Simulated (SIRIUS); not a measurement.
Crystal: Cu.

```
Cu
1.0
    -1.44279    1.44279    1.37608
     1.44279   -1.44279    1.37608
     1.44279    1.44279   -1.37608
Cu
1
Direct
  0.00000 0.00000 0.00000
```

This isn't the form of Cu at room conditions, which is fcc.

| Property | Result |
| --- | --- |
| Program | SIRIUS 7.12.0 |
| Task | single point |
| Functional | PBEsol |
| Potentials or basis | PseudoDojo 0.4.1 PBEsol standard (scalar relativistic) |
| Cutoff | 1254 eV |
| Density cutoff | 5016 eV |
| k mesh | 13 × 13 × 13 |
| Occupations | fermi-dirac, width 0.05 eV |
| Spin | no spin polarisation |

On this cell: pressure -1.7 GPa; band gap on the k mesh none (metal or under the smearing width).

The same run follows on a disturbed copy (cell strained at random at fixed volume):

```
Cu
1.0
    -1.41080    1.44162    1.36674
     1.39194   -1.45455    1.36053
     1.46098    1.50473   -1.38030
Cu
1
Direct
  0.01879 0.00286 0.01439
```

What does the disturbed cell give?

The energy (extrapolated to zero smearing) moves by +4.9 meV/atom; pressure -1.3 GPa; band gap on the k mesh none (metal or under the smearing width).

Stress tensor (GPa, compression positive):
```
-2.59 -4.47  1.37
-4.47 -0.28  0.89
 1.37  0.89 -1.12
```
